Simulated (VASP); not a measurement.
# CuAu (P4/mmm) in VASP: a series of runs

Runs on CuAu. Level: PBE. Tasks: single point.

Program: VASP 6.6.1. These are calculated values, not measurements. Logs are shortened: lines on timing, memory, paths and dates and some standing lists are left out, and cuts for length are marked.

### Step 1. The crystal as given

The structure is tetragonal, space group P4/mmm (No. 123). The conventional cell has a = 2.811 Å, b = 2.811 Å, c = 3.685 Å, α = 90.00°, β = 90.00°, γ = 90.00°. Au (site symmetry 4/mmm) has 8 Cu at 2.71 Å and 4 Au at 2.81 Å as nearest neighbours. Around Cu (site symmetry 4/mmm) lie 8 Au at 2.71 Å and 4 Cu at 2.81 Å.

### Step 2. Single point, PBE

File INCAR:

```
SYSTEM = CuAu
ADDGRID  = .FALSE.      
ALGO     = Normal         ! electronic algorithm
EDIFF    = 1E-6           ! SCF threshold, eV
ENCUT    = 460            ! plane-wave cutoff, eV
GGA      = PE             ! functional
ISIF     = 2              ! what is computed and relaxed
ISMEAR   = 1              ! smearing method
LASPH    = .TRUE.         ! aspherical terms in the spheres
LCHARG   = .FALSE.        ! write CHGCAR
LREAL    = .FALSE.        ! projectors in reciprocal space
LWAVE    = .FALSE.        ! write WAVECAR
NBANDS   = 18             ! bands
NELM     = 100            ! most SCF steps
PREC     = Accurate       ! precision mode
SIGMA    = 0.2            ! smearing width, eV
```

File KPOINTS:

```
k-points
0
G
  7 7 5
  0 0 0
```

File POSCAR:

```
CuAu
1.0
    2.8107494552      0.0000000000      0.0000000000
    0.0000000000      2.8107494552      0.0000000000
    0.0000000000      0.0000000000      3.6850000000
Au Cu
1 1
Direct
    0.0000000000      0.0000000000      0.0000000000
    0.5000000000      0.5000000000      0.5000000000
```

Potentials or basis: VASP PAW PBE potentials, release 64 (Au, Cu).

The run is started by

```sh
> cat potpaw_PBE.64/Au/POTCAR potpaw_PBE.64/Cu/POTCAR > POTCAR
> mpirun -np 1 vasp_std > vasp.out
```

OUTCAR:

```text
SYSTEM = CuAu
   EDIFF = 1E-6
   ENCUT = 460
   GGA = PE
   ISIF = 2
   ISMEAR = 1
   LASPH = .TRUE.
   LREAL = .FALSE.
   NELM = 100
   PREC = Accurate

 Found     30 irreducible k-points:

 Following reciprocal coordinates:
            Coordinates               Weight
  0.000000  0.000000  0.000000      1.000000
  0.142857  0.000000  0.000000      4.000000
  0.285714  0.000000  0.000000      4.000000
  0.428571  0.000000  0.000000      4.000000
  0.142857  0.142857  0.000000      4.000000
  0.285714  0.142857  0.000000      8.000000
   k-points           NKPTS =     30   k-points in BZ     NKDIM =     30   number of bands    NBANDS=     18
   number of dos      NEDOS =    301   number of ions     NIONS =      2
   total plane-waves  NPLWV =  11200
   dimension x,y,z NGX =    20 NGY =   20 NGZ =   28
   dimension x,y,z NGXF=    40 NGYF=   40 NGZF=   56
   ions per type =               1   1
   NGX,Y,Z   is equivalent  to a cutoff of  11.83, 11.83, 12.63 a.u.
   NGXF,Y,Z  is equivalent  to a cutoff of  23.66, 23.66, 25.26 a.u.
 SYSTEM =  CuAu
   PREC   = accura    normal or accurate (medium, high low for compatibility)
   ISTART =      0    job   : 0-new  1-cont  2-samecut
   ICHARG =      2    charge: 1-file 2-atom 10-const
   ISPIN  =      1    spin polarized calculation?
   LNONCOLLINEAR =      F non collinear calculations
   LSORBIT =      F    spin-orbit coupling
   LASPH  =      T    aspherical Exc in radial PAW
   ENCUT  =  460.0 eV  33.81 Ry    5.81 a.u.   4.92  4.92  6.44*2*pi/ulx,y,z
   NELM   =    100;   NELMIN=  2; NELMDL= -5     # of ELM steps
   EDIFF  = 0.1E-05   stopping-criterion for ELM
   LREAL  =      F    real-space projection
   EDIFFG = 0.1E-04   stopping-criterion for IOM
   NSW    =      0    number of steps for IOM
   IBRION =     -1    ionic relax: 0-MD 1-quasi-New 2-CG
   NFREE  =      0    steps in history (QN), initial steepest desc. (CG)
   ISIF   =      2    stress and relaxation
   ISYM   =      2    0-nonsym 1-usesym 2-fastsym
   POTIM  = 0.5000    time-step for ionic-motion
   TEBEG  =    0.0;   TEEND  =   0.0 temperature during run
   PSTRESS=    0.0 pullay stress
   NELECT =      22.0000    total number of electrons
   NUPDOWN=      -1.0000    fix difference up-down
   EMIN   =  10.00;   EMAX   =-10.00  energy-range for DOS
   EFERMI =   0.00;   METHOD = LEGACY
   ISMEAR =     1;   SIGMA  =   0.20  broadening in eV -4-tet -1-fermi 0-gaus
   EFERMI_NEDOS =   21; number of points for ismear=-14 and -15
   IALGO  =     38    algorithm
   IMIX   =      4    mixing-type and parameters
     AMIX     =   0.40;   BMIX     =  1.00
     AMIX_MAG =   1.60;   BMIX_MAG =  1.00
  volume/ion in A,a.u.               =      14.56        98.23
  Fermi-wavevector in a.u.,A,eV,Ry     =   1.491152  2.817868 30.253005  2.223533
  Thomas-Fermi vector in A             =   2.603843
   LORBIT       =      0    0 simple, 1 ext, 2 COOP (PROOUT), +10 PAW based schemes
   GGA     = PE    functional components
   LHFCALC =     F    Hartree Fock is set to
   AEXX    =    0.0000 exact exchange contribution
   IVDW    =     0    specifies the selected vdW correction
   LEPSILON=     F    determine dielectric tensor
   LRPA    =     F    only Hartree local field effects (RPA)
 non-spin polarized calculation
 Methfessel and Paxton  Order N= 1 SIGMA  =   0.20
  energy-cutoff  :      460.00
  volume of cell :       29.11
 maximum number of plane-waves:       675
 NGX is ok and might be reduce to    20
   NGX =  9   NGY =  9   NGZ = 13

 number of electron      22.0000020 magnetization

 Free energy of the ion-electron system (eV)
  ---------------------------------------------------
  ext. energy  EPLUGINS =         0.00000000
  ---------------------------------------------------
  free energy    TOTEN  =        -7.08131759 eV

  energy without entropy =       -7.08190382  energy(sigma->0) =       -7.08151300

 E-fermi :   8.6762     XC(G=0): -12.6638

 val. band max:        8.6632515398   @ k =   0.4286   0.0000   0.4000
 cond. band min:       8.9511907504   @ k =   0.2857   0.1429   0.4000
 fundamental gap:      0.2879392106
 Fermi energy:         8.6761559072

 k-point     1 :       0.0000    0.0000    0.0000
  band No.  band energies     occupation
      1      -1.0355      2.00000
      2       2.1392      2.00000
      3       2.2834      2.00000
      4       4.6709      2.00000
      5       4.6709      2.00000
      6       5.7373      2.00000
[... 10 lines left out ...]
     17      25.5486      0.00000
     18      26.1394      0.00000

 k-point     2 :       0.1429    0.0000    0.0000
  band No.  band energies     occupation
      1      -0.5697      2.00000
      2       2.3347      2.00000
      3       2.5877      2.00000
      4       4.3903      2.00000
      5       4.7795      2.00000
      6       5.5382      2.00000
[... 10 lines left out ...]
     17      26.1645      0.00000
     18      28.1589      0.00000

 k-point     3 :       0.2857    0.0000    0.0000
  band No.  band energies     occupation
      1       0.6348      2.00000
      2       2.7242      2.00000
      3       3.4732      2.00000
      4       3.7500      2.00000
      5       5.0679      2.00000
      6       5.0739      2.00000
[... 10 lines left out ...]
     17      24.2053      0.00000
     18      26.6433      0.00000

 k-point     4 :       0.4286    0.0000    0.0000
  band No.  band energies     occupation
      1       1.8444      2.00000
      2       3.2369      2.00000
      3       3.2656      2.00000
      4       4.1825      2.00000
      5       4.7053      2.00000
      6       5.3881      2.00000
[... 10 lines left out ...]
     17      24.4577      0.00000
     18      25.0050      0.00000

 k-point     5 :       0.1429    0.1429    0.0000
  band No.  band energies     occupation
      1      -0.1081      2.00000
      2       2.6702      2.00000
      3       2.7333      2.00000
      4       4.3007      2.00000
      5       4.5907      2.00000
      6       5.2662      2.00000
[... 10 lines left out ...]
     17      26.8097      0.00000
     18      27.2714      0.00000

 k-point     6 :       0.2857    0.1429    0.0000
  band No.  band energies     occupation
      1       1.0659      2.00000
      2       3.0411      2.00000
      3       3.4807      2.00000
      4       3.7021      2.00000
      5       4.5213      2.00000
      6       4.8469      2.00000
[... 10 lines left out ...]
     17      24.2956      0.00000
     18      26.5427      0.00000

 [... further k-points ...]

------------------------ aborting loop because EDIFF is reached ----------------------------------------

  FORCE on cell =-STRESS in cart. coord.  units (eV):
  Direction    XX          YY          ZZ          XY          YZ          ZX
  --------------------------------------------------------------------------------------
  -------------------------------------------------------------------------------------
  Total        0.8321516      0.8321516      0.6065865      0.0000000      0.0000000      0.0000000
  in kB       45.7963919     45.7963919     33.3827105      0.0000000      0.0000000      0.0000000
  external PRESSURE =      41.6584981 kB  Pullay stress =       0.0000000 kB

 VOLUME and BASIS-vectors are now :
 -----------------------------------------------------------------------------
  energy-cutoff  :      460.00
  volume of cell :       29.11
      direct lattice vectors                 reciprocal lattice vectors
     2.810749455  0.000000000  0.000000000     0.355776997  0.000000000  0.000000000
     0.000000000  2.810749455  0.000000000     0.000000000  0.355776997  0.000000000
     0.000000000  0.000000000  3.685000000     0.000000000  0.000000000  0.271370421

 POSITION                                       TOTAL-FORCE (eV/Angst)
 -----------------------------------------------------------------------------------
      0.00000      0.00000      0.00000         0.000000      0.000000      0.000000
      1.40537      1.40537      1.84250         0.000000      0.000000      0.000000
 -----------------------------------------------------------------------------------
    total drift:                               -0.000000      0.000000      0.000000

  FREE ENERGIE OF THE ION-ELECTRON SYSTEM (eV)
  ---------------------------------------------------
  free  energy   TOTEN  =        -7.0813175877 eV

  energy  without entropy=       -7.0819038191  energy(sigma->0) =       -7.08151300
```

Run time: 12 s. Hardware: 1 thread of Intel Xeon Platinum 8375C at 2.90GHz (Ice Lake), shared host; peak memory 0.14 GiB.

The run converged, but some of its settings lie outside the range that counts as converged, so its numbers aren't taken as properties of the crystal.

What came out:

```yaml
Free_energy: -7.0813 eV
Pressure: 4.2 GPa
Band_gap_on_the_k_mesh: none (metal or under the smearing width)
```

### Step 3. Single point, PBE

INCAR is that of step 2.

KPOINTS is that of step 2.

File POSCAR:

```
CuAu
1.0
    2.8107494552      0.0000000000      0.0000000000
    0.0000000000      2.8107494552      0.0000000000
    0.0000000000      0.0000000000      3.6850000000
Au Cu
1 1
Direct
    0.0257070000      0.0114430000     -0.0258500000
    0.4994280000      0.4658820000      0.5068750000
```

Potentials or basis: VASP PAW PBE potentials, release 64 (Au, Cu).

The run is started by

```sh
> cat potpaw_PBE.64/Au/POTCAR potpaw_PBE.64/Cu/POTCAR > POTCAR
> mpirun -np 1 vasp_std > vasp.out
```

OUTCAR:

```text
SYSTEM = CuAu
   EDIFF = 1E-6
   ENCUT = 460
   GGA = PE
   ISIF = 2
   ISMEAR = 1
   LASPH = .TRUE.
   LREAL = .FALSE.
   NELM = 100
   PREC = Accurate

 Found    123 irreducible k-points:

 Following reciprocal coordinates:
            Coordinates               Weight
  0.000000  0.000000  0.000000      1.000000
  0.142857  0.000000  0.000000      2.000000
  0.000000  0.142857  0.000000      2.000000
  0.285714  0.000000  0.000000      2.000000
  0.000000  0.285714  0.000000      2.000000
  0.428571  0.000000  0.000000      2.000000
   k-points           NKPTS =    123   k-points in BZ     NKDIM =    123   number of bands    NBANDS=     18
   number of dos      NEDOS =    301   number of ions     NIONS =      2
   total plane-waves  NPLWV =  11200
   dimension x,y,z NGX =    20 NGY =   20 NGZ =   28
   dimension x,y,z NGXF=    40 NGYF=   40 NGZF=   56
   ions per type =               1   1
   NGX,Y,Z   is equivalent  to a cutoff of  11.83, 11.83, 12.63 a.u.
   NGXF,Y,Z  is equivalent  to a cutoff of  23.66, 23.66, 25.26 a.u.
 SYSTEM =  CuAu
   PREC   = accura    normal or accurate (medium, high low for compatibility)
   ISTART =      0    job   : 0-new  1-cont  2-samecut
   ICHARG =      2    charge: 1-file 2-atom 10-const
   ISPIN  =      1    spin polarized calculation?
   LNONCOLLINEAR =      F non collinear calculations
   LSORBIT =      F    spin-orbit coupling
   LASPH  =      T    aspherical Exc in radial PAW
   ENCUT  =  460.0 eV  33.81 Ry    5.81 a.u.   4.92  4.92  6.44*2*pi/ulx,y,z
   NELM   =    100;   NELMIN=  2; NELMDL= -5     # of ELM steps
   EDIFF  = 0.1E-05   stopping-criterion for ELM
   LREAL  =      F    real-space projection
   EDIFFG = 0.1E-04   stopping-criterion for IOM
   NSW    =      0    number of steps for IOM
   IBRION =     -1    ionic relax: 0-MD 1-quasi-New 2-CG
   NFREE  =      0    steps in history (QN), initial steepest desc. (CG)
   ISIF   =      2    stress and relaxation
   ISYM   =      2    0-nonsym 1-usesym 2-fastsym
   POTIM  = 0.5000    time-step for ionic-motion
   TEBEG  =    0.0;   TEEND  =   0.0 temperature during run
   PSTRESS=    0.0 pullay stress
   NELECT =      22.0000    total number of electrons
   NUPDOWN=      -1.0000    fix difference up-down
   EMIN   =  10.00;   EMAX   =-10.00  energy-range for DOS
   EFERMI =   0.00;   METHOD = LEGACY
   ISMEAR =     1;   SIGMA  =   0.20  broadening in eV -4-tet -1-fermi 0-gaus
   EFERMI_NEDOS =   21; number of points for ismear=-14 and -15
   IALGO  =     38    algorithm
   IMIX   =      4    mixing-type and parameters
     AMIX     =   0.40;   BMIX     =  1.00
     AMIX_MAG =   1.60;   BMIX_MAG =  1.00
  volume/ion in A,a.u.               =      14.56        98.23
  Fermi-wavevector in a.u.,A,eV,Ry     =   1.491152  2.817868 30.253005  2.223533
  Thomas-Fermi vector in A             =   2.603843
   LORBIT       =      0    0 simple, 1 ext, 2 COOP (PROOUT), +10 PAW based schemes
   GGA     = PE    functional components
   LHFCALC =     F    Hartree Fock is set to
   AEXX    =    0.0000 exact exchange contribution
   IVDW    =     0    specifies the selected vdW correction
   LEPSILON=     F    determine dielectric tensor
   LRPA    =     F    only Hartree local field effects (RPA)
 non-spin polarized calculation
 Methfessel and Paxton  Order N= 1 SIGMA  =   0.20
  energy-cutoff  :      460.00
  volume of cell :       29.11
 maximum number of plane-waves:       675
   NGX =  9   NGY =  9   NGZ = 13

 number of electron      21.9999994 magnetization

 Free energy of the ion-electron system (eV)
  ---------------------------------------------------
  ext. energy  EPLUGINS =         0.00000000
  ---------------------------------------------------
  free energy    TOTEN  =        -6.98674135 eV

  energy without entropy =       -6.98687123  energy(sigma->0) =       -6.98678464

 E-fermi :   8.7107     XC(G=0): -12.6532

 val. band max:        8.6933914747   @ k =   0.0000  -0.4286   0.4000
 cond. band min:       8.9279618170   @ k =  -0.2857   0.1429  -0.4000
 fundamental gap:      0.2345703424
 Fermi energy:         8.7106668772

 k-point     1 :       0.0000    0.0000    0.0000
  band No.  band energies     occupation
      1      -1.0411      2.00000
      2       2.1132      2.00000
      3       2.2612      2.00000
      4       4.6076      2.00000
      5       4.6866      2.00000
      6       5.7188      2.00000
[... 10 lines left out ...]
     17      25.4532      0.00000
     18      26.2533      0.00000
[... 85 lines left out ...]
 k-point     6 :       0.4286    0.0000    0.0000
  band No.  band energies     occupation
      1       1.8223      2.00000
      2       3.1172      2.00000
      3       3.2604      2.00000
      4       4.1985      2.00000
      5       4.6010      2.00000
      6       5.1701      2.00000
[... 10 lines left out ...]
     17      24.1194      0.00000
     18      25.1266      0.00000

 [... further k-points ...]

------------------------ aborting loop because EDIFF is reached ----------------------------------------

  FORCE on cell =-STRESS in cart. coord.  units (eV):
  Direction    XX          YY          ZZ          XY          YZ          ZX
  --------------------------------------------------------------------------------------
  -------------------------------------------------------------------------------------
  Total        1.2624536      1.1652824      1.1050255      0.1154564     -0.3581443     -0.2156806
  in kB       69.4775075     64.1298175     60.8136587      6.3539951    -19.7100103    -11.8697022
  external PRESSURE =      64.8069946 kB  Pullay stress =       0.0000000 kB

 VOLUME and BASIS-vectors are now :
 -----------------------------------------------------------------------------
  energy-cutoff  :      460.00
  volume of cell :       29.11
      direct lattice vectors                 reciprocal lattice vectors
     2.810749455  0.000000000  0.000000000     0.355776997  0.000000000  0.000000000
     0.000000000  2.810749455  0.000000000     0.000000000  0.355776997  0.000000000
     0.000000000  0.000000000  3.685000000     0.000000000  0.000000000  0.271370421

 POSITION                                       TOTAL-FORCE (eV/Angst)
 -----------------------------------------------------------------------------------
      0.07226      0.03216      3.58974        -0.303877     -0.506422      0.921868
      1.40377      1.30948      1.86783         0.303877      0.506422     -0.921868
 -----------------------------------------------------------------------------------
    total drift:                                0.000162      0.001045     -0.000705

  FREE ENERGIE OF THE ION-ELECTRON SYSTEM (eV)
  ---------------------------------------------------
  free  energy   TOTEN  =        -6.9867413526 eV

  energy  without entropy=       -6.9868712263  energy(sigma->0) =       -6.98678464
```

stdout:

```text
POSCAR found type information on POSCAR AuCu
 POSCAR found :  2 types and       2 ions
 scaLAPACK will be used
 LDA part: xc-table for (Slater+PW92), standard interpolation
 POSCAR, INCAR and KPOINTS ok, starting setup
 FFT: planning ... GRIDC
 FFT: planning ... GRID_SOFT
 FFT: planning ... GRID
 WAVECAR not read
 entering main loop
```

Run time: 39 s. Hardware: 1 thread of Intel Xeon Platinum 8375C at 2.90GHz (Ice Lake), shared host; peak memory 0.17 GiB.

The run converged, but some of its settings lie outside the range that counts as converged, so its numbers aren't taken as properties of the crystal.

What came out:

```yaml
Free_energy: -6.9867 eV
Pressure: 6.5 GPa
Largest_force: 1.095 eV/Å
Band_gap_on_the_k_mesh: none (metal or under the smearing width)
```

(Part 1 of 2 ends here.)
